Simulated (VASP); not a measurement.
# Hf2B3 (Pm-3m) in VASP: a series of runs

One crystal, Hf2B3, is run at these levels: PBE; tasks: single point, relaxation of cell and atoms.

Program: VASP 6.6.1. These are calculated values, not measurements. Logs are shortened: lines on timing, memory, paths and dates and some standing lists are left out, and cuts for length are marked.

## 1. The undisturbed crystal

The structure is cubic, space group Pm-3m (No. 221). The conventional cell has a = 4.175 Å, b = 4.175 Å, c = 4.175 Å, α = 90.00°, β = 90.00°, γ = 90.00°. Hf (site symmetry m-3m) is surrounded by 6 B at 2.09 Å. Around Hf (site symmetry m-3m) lie 12 B at 2.95 Å. B (site symmetry 4/mmm) is surrounded by 2 Hf at 2.09 Å.

The cell was built by a generator and needn't be a form met in nature.

## 2. Single point, PBE (random cell by space group and Wyckoff sites (Pm-3m, No. 221))

Contents of INCAR:

```
ALGO     = Normal         # electronic algorithm
EDIFF    = 1E-6           # SCF threshold, eV
ENCUT    = 520            # plane-wave cutoff, eV
GGA      = PE             # functional
ISIF     = 2              # what is computed and relaxed
ISMEAR   = 0              # smearing method
LASPH    = True           # aspherical terms in the spheres
LCHARG   = False          # write CHGCAR
LREAL    = False          # projectors in reciprocal space
LWAVE    = False          # write WAVECAR
NBANDS   = 22             # bands
NELM     = 60             # most SCF steps
PREC     = Accurate       # precision mode
SIGMA    = 0.1            # smearing width, eV
```

Contents of KPOINTS:

```
k-points
0
Gamma
  10 10 10
```

Contents of POSCAR:

```
Hf2B3
1.0
    4.1745886424      0.0000000000      0.0000000000
    0.0000000000      4.1745886424      0.0000000000
    0.0000000000      0.0000000000      4.1745886424
Hf B
2 3
Direct
    0.0000000000      0.0000000000      0.0000000000
    0.5000000000      0.5000000000      0.5000000000
    0.5000000000      0.0000000000      0.0000000000
    0.0000000000      0.5000000000      0.0000000000
    0.0000000000      0.0000000000      0.5000000000
```

Potentials or basis: VASP PAW PBE potentials, release 64 (Hf_pv, B).

On the command line:

```sh
$ cat potpaw_PBE.64/Hf_pv/POTCAR potpaw_PBE.64/B/POTCAR > POTCAR
$ mpirun -np 1 vasp_std > vasp.out
```

OUTCAR:

```text
EDIFF = 1E-6
   ENCUT = 520
   GGA = PE
   ISIF = 2
   ISMEAR = 0
   LASPH = True
   LREAL = False
   NELM = 60
   PREC = Accurate

 ion  position               nearest neighbor table
   1  0.000  0.000  0.000-   3 2.09   4 2.09   5 2.09   5 2.09   4 2.09   3 2.09   2 3.62   2 3.62
                             2 3.62   2 3.62   2 3.62   2 3.62   2 3.62   2 3.62
   2  0.500  0.500  0.500-   3 2.95   4 2.95   5 2.95   3 2.95   4 2.95   3 2.95   5 2.95   3 2.95
                             4 2.95   5 2.95   4 2.95   5 2.95   1 3.62   1 3.62   1 3.62   1 3.62
   3  0.500  0.000  0.000-   1 2.09   1 2.09   2 2.95   2 2.95   2 2.95   2 2.95
   4  0.000  0.500  0.000-   1 2.09   1 2.09   2 2.95   2 2.95   2 2.95   2 2.95
   5  0.000  0.000  0.500-   1 2.09   1 2.09   2 2.95   2 2.95   2 2.95   2 2.95

  LATTYP: Found a simple cubic cell.
 ALAT       =     4.1745886424

  Lattice vectors:

 A1 = (   4.1745886424,   0.0000000000,   0.0000000000)
 A2 = (   0.0000000000,   4.1745886424,   0.0000000000)
 A3 = (   0.0000000000,   0.0000000000,   4.1745886424)

Analysis of symmetry for initial positions (statically):
=====================================================================
 Subroutine PRICEL returns:
 Original cell was already a primitive cell.

 Routine SETGRP: Setting up the symmetry group for a
 simple cubic supercell.

 Subroutine GETGRP returns: Found 48 space group operations
 (whereof 48 operations were pure point group operations)
 out of a pool of 48 trial point group operations.

The static configuration has the point symmetry O_h .

Analysis of symmetry for dynamics (positions and initial velocities):
=====================================================================
 Subroutine PRICEL returns:
 Original cell was already a primitive cell.

 Routine SETGRP: Setting up the symmetry group for a
 simple cubic supercell.

 Subroutine GETGRP returns: Found 48 space group operations
 (whereof 48 operations were pure point group operations)
 out of a pool of 48 trial point group operations.

The dynamic configuration has the point symmetry O_h .

 Subroutine INISYM returns: Found 48 space group operations
 (whereof 48 operations are pure point group operations),
 and found     1 'primitive' translations

----------------------------------------------------------------------------------------

                                     Primitive cell

  volume of cell :      72.7514

  direct lattice vectors                    reciprocal lattice vectors
     4.174588642  0.000000000  0.000000000     0.239544560  0.000000000  0.000000000
     0.000000000  4.174588642  0.000000000     0.000000000  0.239544560  0.000000000
     0.000000000  0.000000000  4.174588642     0.000000000  0.000000000  0.239544560

  length of vectors
     4.174588642  4.174588642  4.174588642     0.239544560  0.239544560  0.239544560

  position of ions in fractional coordinates (direct lattice)
     0.000000000  0.000000000  0.000000000
     0.500000000  0.500000000  0.500000000
     0.500000000  0.000000000  0.000000000
     0.000000000  0.500000000  0.000000000
     0.000000000  0.000000000  0.500000000

  ion indices of the primitive-cell ions
   primitive index   ion index
                 1           1
                 2           2
                 3           3
                 4           4
                 5           5

----------------------------------------------------------------------------------------

 KPOINTS: k-points

Automatic generation of k-mesh.
 Grid dimensions read from file:
 generate k-points for:   10   10   10

 Generating k-lattice:

  Cartesian coordinates                     Fractional coordinates (reciprocal lattice)
     0.023954456  0.000000000  0.000000000     0.100000000  0.000000000  0.000000000
     0.000000000  0.023954456  0.000000000     0.000000000  0.100000000  0.000000000
     0.000000000  0.000000000  0.023954456     0.000000000  0.000000000  0.100000000

  Length of vectors
     0.023954456  0.023954456  0.023954456

  Shift w.r.t. Gamma in fractional coordinates (k-lattice)
     0.000000000  0.000000000  0.000000000

 Subroutine IBZKPT returns following result:
 ===========================================

 Found     56 irreducible k-points:

 Following reciprocal coordinates:
            Coordinates               Weight
  0.000000  0.000000  0.000000      1.000000
  0.100000  0.000000  0.000000      6.000000
  0.200000  0.000000  0.000000      6.000000
  0.300000  0.000000  0.000000      6.000000
  0.400000  0.000000  0.000000      6.000000
  0.500000  0.000000  0.000000      3.000000
[... 16 lines left out ...]
  0.200000  0.100000  0.100000     24.000000
  0.300000  0.100000  0.100000     24.000000
 [... further k-points ...]
   k-points           NKPTS =     56   k-points in BZ     NKDIM =     56   number of bands    NBANDS=     22
   number of dos      NEDOS =    301   number of ions     NIONS =      5
   total plane-waves  NPLWV =  32768
   dimension x,y,z NGX =    32 NGY =   32 NGZ =   32
   dimension x,y,z NGXF=    64 NGYF=   64 NGZF=   64
   ions per type =               2   3
   NGX,Y,Z   is equivalent  to a cutoff of  12.74, 12.74, 12.74 a.u.
   NGXF,Y,Z  is equivalent  to a cutoff of  25.49, 25.49, 25.49 a.u.
 SYSTEM =  unknown system
   PREC   = accura    normal or accurate (medium, high low for compatibility)
   ISTART =      0    job   : 0-new  1-cont  2-samecut
   ICHARG =      2    charge: 1-file 2-atom 10-const
   ISPIN  =      1    spin polarized calculation?
   LNONCOLLINEAR =      F non collinear calculations
   LSORBIT =      F    spin-orbit coupling
   LASPH  =      T    aspherical Exc in radial PAW
   ENCUT  =  520.0 eV  38.22 Ry    6.18 a.u.   7.76  7.76  7.76*2*pi/ulx,y,z
   NELM   =     60;   NELMIN=  2; NELMDL= -5     # of ELM steps
   EDIFF  = 0.1E-05   stopping-criterion for ELM
   LREAL  =      F    real-space projection
   EDIFFG = 0.1E-04   stopping-criterion for IOM
   NSW    =      0    number of steps for IOM
   IBRION =     -1    ionic relax: 0-MD 1-quasi-New 2-CG
   NFREE  =      0    steps in history (QN), initial steepest desc. (CG)
   ISIF   =      2    stress and relaxation
   ISYM   =      2    0-nonsym 1-usesym 2-fastsym
   POTIM  = 0.5000    time-step for ionic-motion
   TEBEG  =    0.0;   TEEND  =   0.0 temperature during run
   PSTRESS=    0.0 pullay stress
   NELECT =      29.0000    total number of electrons
   NUPDOWN=      -1.0000    fix difference up-down
   EMIN   =  10.00;   EMAX   =-10.00  energy-range for DOS
   EFERMI =   0.00;   METHOD = LEGACY
   ISMEAR =     0;   SIGMA  =   0.10  broadening in eV -4-tet -1-fermi 0-gaus
   EFERMI_NEDOS =   21; number of points for ismear=-14 and -15
   IALGO  =     38    algorithm
   IMIX   =      4    mixing-type and parameters
     AMIX     =   0.40;   BMIX     =  1.00
     AMIX_MAG =   1.60;   BMIX_MAG =  1.00
  volume/ion in A,a.u.               =      14.55        98.19
  Fermi-wavevector in a.u.,A,eV,Ry     =   1.204834  2.276806 19.750550  1.451624
  Thomas-Fermi vector in A             =   2.340548
   LORBIT       =      0    0 simple, 1 ext, 2 COOP (PROOUT), +10 PAW based schemes
   GGA     = PE    functional components
   LHFCALC =     F    Hartree Fock is set to
   AEXX    =    0.0000 exact exchange contribution
   IVDW    =     0    specifies the selected vdW correction
   LEPSILON=     F    determine dielectric tensor
   LRPA    =     F    only Hartree local field effects (RPA)
 non-spin polarized calculation
 Gauss-broadening in eV      SIGMA  =   0.10
  energy-cutoff  :      520.00
  volume of cell :       72.75
 maximum number of plane-waves:      1988
 NGX is ok and might be reduce to    32
   NGX = 15   NGY = 15   NGZ = 15

 number of electron      29.0000001 magnetization

 Free energy of the ion-electron system (eV)
  ---------------------------------------------------
  ext. energy  EPLUGINS =         0.00000000
  ---------------------------------------------------
  free energy    TOTEN  =       -34.73766245 eV

  energy without entropy =      -34.72685900  energy(sigma->0) =      -34.73226072

 E-fermi :   4.6029     XC(G=0): -11.0314

 val. band max:        4.5956508849   @ k =   0.4000   0.4000   0.2000
 cond. band min:       4.6404849302   @ k =   0.4000   0.3000   0.2000
 fundamental gap:      0.0448340453
 Fermi energy:         4.6028698254

 k-point     1 :       0.0000    0.0000    0.0000
  band No.  band energies     occupation
      1     -27.6846      2.00000
      2     -27.6846      2.00000
      3     -27.6846      2.00000
      4     -24.4540      2.00000
      5     -24.4540      2.00000
      6     -24.4540      2.00000
[... 14 lines left out ...]
     21       7.8480      0.00000
     22       8.2783      0.00000

 k-point     2 :       0.1000    0.0000    0.0000
  band No.  band energies     occupation
      1     -27.6864      2.00000
      2     -27.6843      2.00000
      3     -27.6843      2.00000
      4     -24.4554      2.00000
      5     -24.4537      2.00000
      6     -24.4537      2.00000
[... 14 lines left out ...]
     21       8.1503      0.00000
     22       8.1702      0.00000

 k-point     3 :       0.2000    0.0000    0.0000
  band No.  band energies     occupation
      1     -27.6911      2.00000
      2     -27.6836      2.00000
      3     -27.6836      2.00000
      4     -24.4589      2.00000
      5     -24.4530      2.00000
      6     -24.4530      2.00000
[... 14 lines left out ...]
     21       7.9235      0.00000
     22       8.0826      0.00000
[... 476 lines left out ...]
 k-point    23 :       0.2000    0.1000    0.1000
  band No.  band energies     occupation
      1     -27.6908      2.00000
      2     -27.6854      2.00000
      3     -27.6851      2.00000
      4     -24.4582      2.00000
      5     -24.4537      2.00000
      6     -24.4535      2.00000
[... 14 lines left out ...]
     21       7.6984      0.00000
     22       8.1425      0.00000

 k-point    24 :       0.3000    0.1000    0.1000
  band No.  band energies     occupation
      1     -27.6967      2.00000
      2     -27.6845      2.00000
      3     -27.6844      2.00000
      4     -24.4620      2.00000
      5     -24.4526      2.00000
      6     -24.4525      2.00000
[... 14 lines left out ...]
     21       8.0375      0.00000
     22       8.1175      0.00000

 [... further k-points ...]
[... 5 lines left out ...]
  --------------------------------------------------------------------------------------
  -------------------------------------------------------------------------------------
  Total        0.4736791      0.4736791      0.4736791      0.0000000      0.0000000     -0.0000000
  in kB       10.4316677     10.4316677     10.4316677      0.0000000      0.0000000     -0.0000000
  external PRESSURE =      10.4316677 kB  Pullay stress =       0.0000000 kB

 VOLUME and BASIS-vectors are now :
 -----------------------------------------------------------------------------
  energy-cutoff  :      520.00
  volume of cell :       72.75
      direct lattice vectors                 reciprocal lattice vectors
     4.174588642  0.000000000  0.000000000     0.239544560  0.000000000  0.000000000
     0.000000000  4.174588642  0.000000000     0.000000000  0.239544560  0.000000000
     0.000000000  0.000000000  4.174588642     0.000000000  0.000000000  0.239544560

 POSITION                                       TOTAL-FORCE (eV/Angst)
 -----------------------------------------------------------------------------------
      0.00000      0.00000      0.00000         0.000000      0.000000      0.000000
      2.08729      2.08729      2.08729         0.000000      0.000000      0.000000
      2.08729      0.00000      0.00000         0.000000      0.000000      0.000000
      0.00000      2.08729      0.00000         0.000000      0.000000      0.000000
      0.00000      0.00000      2.08729         0.000000      0.000000      0.000000
 -----------------------------------------------------------------------------------
    total drift:                                0.000000      0.000000     -0.000000

  FREE ENERGIE OF THE ION-ELECTRON SYSTEM (eV)
  ---------------------------------------------------
  free  energy   TOTEN  =       -34.7376624453 eV

  energy  without entropy=      -34.7268590025  energy(sigma->0) =      -34.73226072
```

Wall time 59 s (1 thread of Intel Xeon Platinum 8488C (Sapphire Rapids), shared host); peak memory 0.21 GiB.

What came out:

```
Free energy            : -34.7377 eV
Pressure               : 1.0 GPa
Band gap on the k mesh : none (metal or under the smearing width)
```

Levels at points of the mesh, in eV from the Fermi level:
```
           k point  band 12  band 13  band 14  band 15  band 16  band 17  band 18  band 19
(0.00, 0.00, 0.00)    -1.48     0.27     0.27     0.27     0.87     0.87     1.56     1.56
(0.50, 0.00, 0.00)    -1.97    -1.97    -1.85    -1.85    -0.11     1.23     2.19     2.57
(0.50, 0.50, 0.00)    -2.79    -2.79    -2.25     0.65     0.65     1.49     1.53     2.16
(0.50, 0.50, 0.50)    -4.41    -3.83    -2.20    -2.20     0.71     2.19     2.19     3.20
```

[end of part 1 of 2]
